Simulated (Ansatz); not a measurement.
# CaSe (Fm-3m) in Ansatz: reference runs

How does CaSe come out in PBEsol? The cell is run as given.

All numbers are computed with Ansatz 0.2.0; they aren't measurements. Logs are shortened: lines on timing, memory, paths and dates and some standing lists are left out, and cuts for length are marked.

**What was measured.**

A printed reference work, monograph, original work of 1988 reports, for a bulk crystal of CaSe at 2 K: band gap 3.85 eV (indirect).

The runs below are set against these values where they give the same quantity.

## (1) The crystal as given

The structure is cubic, space group Fm-3m (No. 225). Conventional cell: a = 5.912 Å, b = 5.912 Å, c = 5.912 Å, α = 90.00°, β = 90.00°, γ = 90.00°. Se (site symmetry m-3m) is surrounded by 6 Ca at 2.96 Å. Ca (site symmetry m-3m) has 6 Se at 2.96 Å as nearest neighbours.

## (2) Single point, PBEsol

Input file input.yaml:

```yaml
crystal:
  lattice:
    - [0.0, 2.956, 2.956]
    - [2.956, 0.0, 2.956]
    - [2.956, 2.956, 0.0]
  atoms:
    - { symbol: Se, position: [0.5, 0.5, 0.5] }
    - { symbol: Ca, position: [0.0, 0.0, 0.0] }
kpoints:
  mp_grid: { grid: [8, 8, 8] }
scf:
  occupations: { method: fermi_dirac, width: 0.05 }
hamiltonian:
  xc: pbesol
  pseudopotentials: { kind: all_electron, lapw: { basis_error: 0.001 } }
output:
  forces: true
  stress: true
  eigenvalues: true
  populations: true
```

Potentials or basis: all-electron LAPW, scalar-relativistic.

The run is started by

```console
ansatz run input.yaml --threads 1 --pin off --max-ram 3072MiB --backend cpu --events-out ev --progress --plain --runs-dir out
```

The log of the run:

```text
Warning: RAYON_NUM_THREADS=1 ignored (pool sized by the plan → 1); use --threads N
Se: projections on atomic orbitals take those of the free atom 1s2 2s2 2p6 3s2 3p6 3d10 4s2 4p4, of charge +0.00 (hamiltonian.pseudopotentials.projection_atoms)
Ca: projections on atomic orbitals take those of the free atom 1s2 2s2 2p6 3s2 3p6 4s2, of charge +0.00 (hamiltonian.pseudopotentials.projection_atoms)
LAPW: plane waves up to 6.691 Å⁻¹, error target 1.0e-3 eV per atom; small_component_spin mean_spin; Ca in spheres of 1.469 Å, 10 of its electrons in bands, Dirac shells []; Se in spheres of 1.487 Å, 24 of its electrons in bands, Dirac shells [] (how accurate: hamiltonian.pseudopotentials.lapw.basis_error, Limitations)
Engine: ansatz 0.2.0, x86_64-unknown-linux-gnu
Pseudopotentials: kind: all_electron
Pseudopotential: Se, LAPW, valence charge 24, lapw/all_electron/scalar/gaussian/Se, Koelling and Harmon's equation, gaussian nucleus
Pseudopotential: Ca, LAPW, valence charge 10, lapw/all_electron/scalar/gaussian/Ca, Koelling and Harmon's equation, gaussian nucleus
Functional definition: PBEsol
  exchange = pbesol_x
  correlation = pbesol_c
Crystal: 2 atoms, lattice volume = 51.659 Å³
Basis set: ecut = 170.55097869775477 eV, 259 PW (Γ), exchange–correlation at level 2
Bands: 21, of which v1, the nominal top of the filled ones, is band 17 counted from 1 (16 counted from 0)
Symmetry: 48 space group operations
Space group: Fm-3m (ITA 225), of the structure as read, at distance tolerance 3.7e-5 Å
k-points: 29 of 512
Non-local potential: Se, projectors of the file, none
Non-local potential: Ca, projectors of the file, none
Initial density: superposition of atomic densities (chi_scale 0.1, normalization cell, long waves kept (reshape's long-wave potential 0.00 eV rms))
Initial wavefunctions: plane waves of lowest kinetic energy (no species holds an atomic orbital)
Functional: x = pbesol(κ = 0.804, μ = 0.12345679012345678), c = pbesol(β = 0.046)
iter 1 solved again at ethr=1.27e-3 eV; its pass at ethr=1.00e-1 eV (dr2=4.31e-1 eV) is discarded
SCF iter   1: F=—  HF=-84576.366618 eV  |F-HF|=—  |Δ(HF+E_count)|=         —  Δρ=2.05e-2  dr2=4.31e-1  ethr=1.27e-3  ⟨swp⟩=2.0  Hψ=3995  notcnv=0
preconditioner: auto → none  [insulator: Δε(μ)=2.386 eV  Ē_g=9.262 eV  σ=0.050 eV  W_gap=1.00  n_scr=14 (ndim 8)  ℏωp=14.6 eV  f_vac=0.000  D(μ)=0.00/eV (n_scr^D=0)  ε∞_Penn≈3.5]
iter 2 solved again at ethr=5.57e-5 eV; its pass at ethr=1.27e-3 eV (dr2=1.89e-2 eV) is discarded
SCF iter   2: F=—  HF=-84576.259280 eV  |F-HF|=—  |Δ(HF+E_count)|=   1.07e-1  Δρ=5.23e-3  dr2=1.89e-2  ethr=5.57e-5  ⟨swp⟩=2.1  Hψ=3255  notcnv=0  defer=1
SCF iter   3: F=—  HF=-84576.259408 eV  |F-HF|=—  |Δ(HF+E_count)|=         —  Δρ=3.26e-3  dr2=9.95e-3  ethr=5.56e-5  ⟨swp⟩=2.0  Hψ=2000  notcnv=0
the basis was enlarged: its passes take 68.8 KiB over the memory plan, 1 of 1 planned eigensolver slots
SCF iter   4: F=—  HF=-84576.260641 eV  |F-HF|=—  |Δ(HF+E_count)|=   1.23e-3  Δρ=4.99e-4  dr2=1.67e-4  ethr=2.93e-5  ⟨swp⟩=2.0  Hψ=1885  notcnv=0
SCF iter   5: F=—  HF=-84576.260786 eV  |F-HF|=—  |Δ(HF+E_count)|=   1.45e-4  Δρ=5.94e-5  dr2=1.48e-6  ethr=4.91e-7  ⟨swp⟩=2.6  Hψ=1910  notcnv=0
SCF iter   6: F=—  HF=-84576.260791 eV  |F-HF|=—  |Δ(HF+E_count)|=   4.81e-6  Δρ=1.76e-5  dr2=8.53e-8  ethr=4.37e-9  ⟨swp⟩=3.0  Hψ=1961  notcnv=0
SCF iter   7: F=-84576.260791 eV  HF=-84576.260791 eV  |F-HF|=2.39e-9  |Δ(HF+E_count)|=   3.04e-7  Δρ=1.58e-6  dr2=5.44e-10  ethr=2.51e-10  ⟨swp⟩=3.0  Hψ=1979  notcnv=0
SCF 1 converged in 7 iterations: F = -84576.260791 eV  dr2 = 5.44e-10
SCF converged after 7 iterations
Free energy (F): -84576.260791 eV
Harris-Foulkes:  -84576.260791 eV  (|F-HF|=2.39e-9)
Internal energy: -84576.260791 eV  (E = F + TS)
E sigma→0 (E₀):  -84576.260791 eV
Fermi energy:    8.470905 eV
--- Per-component energies (eV) ---
  E_band       = -1724.036912
  E_kinetic    = 86275.711745
  E_xc         = -3312.450280
  E_electrostatic = -167539.522256  (all electrons and nuclei)
  E_smearing   = -0.000000  (= −TS)
  E_closure    = 0.000000  (closes the sum)
  E_atoms      = -84566.211552  (free atoms, spherical and without spin; not in F)
  Σ components = -84576.260791   (vs F -84576.260791, Δ=0.00e0)
  Basis errors (estimates in eV, not in F): energy 3.9e-4 per atom: plane waves 3.5e-4 (2.0e-4 summed), levels above the bands 6.6e-31, relativity 5.4e-9, radial functions 3.4e-5, core shells 6.4e-7; eigenvalues (radial functions only) 1.2e-6; not estimated: angular momenta, meshes, grids; target (lapw.basis_error) 1.0e-3; muffin-tin radii Ca 1.469 Å, Se 1.487 Å
--- Forces (eV/Å), atoms counted from 1 ---
  atom   1  Se    -0.00000000    -0.00000000     0.00000000
  atom   2  Ca    -0.00000000     0.00000000    -0.00000000
  max |Σ_I F_I| component: 3.12e-31 eV/Å
--- Stress (GPa, compression-positive) ---
       -1.104461       0.000000      -0.000000
        0.000000      -1.104461      -0.000000
       -0.000000      -0.000000      -1.104461
  P = ⅓ Tr σ = -1.1045 GPa (-11.045 kbar)
--- Band table (eV; the first three rows and the last of 29) ---
  k-point 0: bands = ["-198.3162", "-137.9807", "-137.9807", "-137.9807", "-38.4232", "-38.4232", "-38.4176", "-38.4176", "-38.4176", "-32.0442", "-13.1159", "-13.1159", "-13.1159", "-4.3279", "7.5027", "7.5027", "7.5027", "10.6964", "11.1599", "11.1599", "11.1599"]
  k-point 1: bands = ["-198.3162", "-137.9807", "-137.9807", "-137.9807", "-38.4232", "-38.4232", "-38.4176", "-38.4176", "-38.4176", "-32.0432", "-13.1339", "-13.1171", "-13.1171", "-4.2339", "6.7134", "7.2595", "7.2595", "11.0243", "11.3753", "11.3753", "11.7293"]
  k-point 2: bands = ["-198.3162", "-137.9807", "-137.9807", "-137.9807", "-38.4232", "-38.4232", "-38.4176", "-38.4175", "-38.4175", "-32.0407", "-13.1766", "-13.1199", "-13.1199", "-3.9954", "5.4598", "6.7941", "6.7941", "11.1378", "11.9007", "11.9007", "13.1552"]
  k-point 28: bands = ["-198.3162", "-137.9807", "-137.9807", "-137.9807", "-38.4233", "-38.4231", "-38.4175", "-38.4175", "-38.4174", "-32.0346", "-13.1761", "-13.1761", "-13.1572", "-3.6521", "5.4867", "5.4867", "5.8049", "11.8562", "11.8562", "12.7133", "13.2391"]
--- Löwdin populations: 2 sites ---
  site symbol       q [e]
     0     Se     35.2720
     1     Ca     18.4501
  spilling = 0.005146 (of n_electrons = 54.000000)
```

Wall time 4.5 s (1 thread of Intel Xeon Platinum 8375C at 2.90GHz (Ice Lake), shared host); peak memory 0.3 GiB.

What came out:

* Free energy: -84576.2608 eV
* Pressure: -1.1 GPa
* Band gap on the k mesh: 1.93 eV, indirect (least direct gap 2.88 eV)
* Loewdin charges: Se -1.27; Ca +1.55 e

Caveat: the atomic charges don't sum to the cell's charge.

## (3) Against experiment

Step 2. Measured gap of CaSe: 3.85 eV (indirect; 2 K; a printed reference work, monograph, original work of 1988). This calculation gives 1.93 eV (-1.92 eV). Spin-orbit coupling on Se is left out. The value is that of PBEsol on a finite k mesh, which can miss the band edges, without temperature or zero-point motion. Semilocal functionals fall short of measured gaps as a rule.
